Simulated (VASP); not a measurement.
Crystal: KI.

```
CELL_PARAMETERS angstrom
4.29120 0.00000 0.00000
0.00000 4.29120 0.00000
0.00000 0.00000 4.29120
ATOMIC_POSITIONS crystal
I 0.50000 0.50000 0.50000
K 0.00000 0.00000 0.00000
```

Measurements of this composition are mostly on another form, of space group No. 225.

Program: VASP 6.6.1. Alike in all runs: no spin polarisation; cell as given. Hardware: 1 thread of AMD EPYC 7R43 64-Core Processor (Zen 3), with other jobs on the host.

Order these runs on this cell by their wall time, lowest first.
A. task optical spectrum; level TPSSh+D3; potentials or basis VASP PAW PBE potentials, release 64 (I, K_sv); k mesh 4 × 4 × 4; cutoff (eV) 520; smearing fermi-dirac 0.05 eV; grid for exact exchange (PRECFOCK) Fast; exchange at q = 0 truncated
B. task density of states; level TB-mBJ; potentials or basis VASP PAW PBE potentials, release 64 (I_GW, K_sv_GW); k mesh 6 × 6 × 6; cutoff (eV) 600; smearing tetrahedron
C. task single point; level PBE; potentials or basis VASP PAW PBE potentials, release 64 (I, K_sv); k mesh 6 × 6 × 6; cutoff (eV) 520; smearing gaussian 0.05 eV

C (40 s), B (190 s), A (1300 s).

Caveats: spin-orbit coupling is left out, which moves the levels of the heavy elements; spectra need much finer meshes, so this one isn't converged (some runs); independent-particle spectra lack excitons (some runs).
